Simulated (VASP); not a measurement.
A run of VASP 6.6.1 is set up as follows.

Contents of INCAR:

```
  ALGO = Normal
  EDIFF = 1E-7
  ENCUT = 700
  GGA = PS
  ISIF = 2
  ISMEAR = -1
  LASPH = T
  LCHARG = F
  LEFG = T
  LREAL = F
  LWAVE = F
  NELM = 60
  PREC = Accurate
  SIGMA = 0.05
```

File KPOINTS:

```
k-points
0
Gamma
  14 14 8
```

The input POSCAR:

```
Os
1.0
    2.7341000000      0.0000000000      0.0000000000
   -1.3670500000      2.3678000565      0.0000000000
    0.0000000000      0.0000000000      4.3197000000
Os
2
Direct
    0.3333333333      0.6666666667      0.2500000000
    0.6666666667      0.3333333333      0.7500000000
```

Potentials or basis: VASP PAW PBE potentials, release 64 (Os).

Command:

```console
$ cat potpaw_PBE.64/Os/POTCAR > POTCAR
$ mpirun -np 1 vasp_std > vasp.out
```

Estimate the band gap on the k mesh.

none (metal or under the smearing width).

Predict the pressure.

-2.2 GPa.

Stress tensor (GPa, compression positive):
```
-1.76  0.00  0.00
 0.00 -1.76  0.00
 0.00  0.00 -2.96
```

Caveat: the PAW data sets were made with another functional, which shifts forces and pressure a little. Spin-orbit coupling is left out, which matters for the levels of Os.
